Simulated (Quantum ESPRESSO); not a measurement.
CoO, 2 atoms in the cell. The structure is trigonal, space group R-3m (No. 166). Conventional cell: a = 3.011 Å, b = 3.011 Å, c = 7.320 Å, α = 90.00°, β = 90.00°, γ = 120.00°. Co (site symmetry -3m) has 6 O at 2.12 Å as nearest neighbours. Around O (site symmetry -3m) lie 6 Co at 2.12 Å. The cell is a database's computed one.

* Program: Quantum ESPRESSO 7.5
* Task: single point
* Functional: PBEsol
* Potentials or basis: GBRV 1.5 PBEsol
* Cutoff: 762 eV
* Density cutoff: 6095 eV
* k mesh: 11 × 11 × 11
* Occupations: fermi-dirac, width 0.05 eV
* Spin: collinear spin, ferromagnetic start
* Starting moments: [2.0, 0.0] μB
* Mixing beta: 0.3
* Most SCF iterations: 120
* SCF threshold: 4e-10 Ry

Potentials or basis: GBRV 1.5 PBEsol.

Launch:

```sh
$ OMP_NUM_THREADS=1 python run.py
```

Hardware: 2 MPI ranks on Arm Neoverse V2, with other jobs on the host.

**Question.** Estimate the wall time of this run.

**Answer.** It took 4.8 min on 2 MPI ranks on Arm Neoverse V2 (shared host), peak memory 0.56 GiB a rank. Counts: scf iterations 18, k pools 2, bands 21, k points 666, g dense 20701.
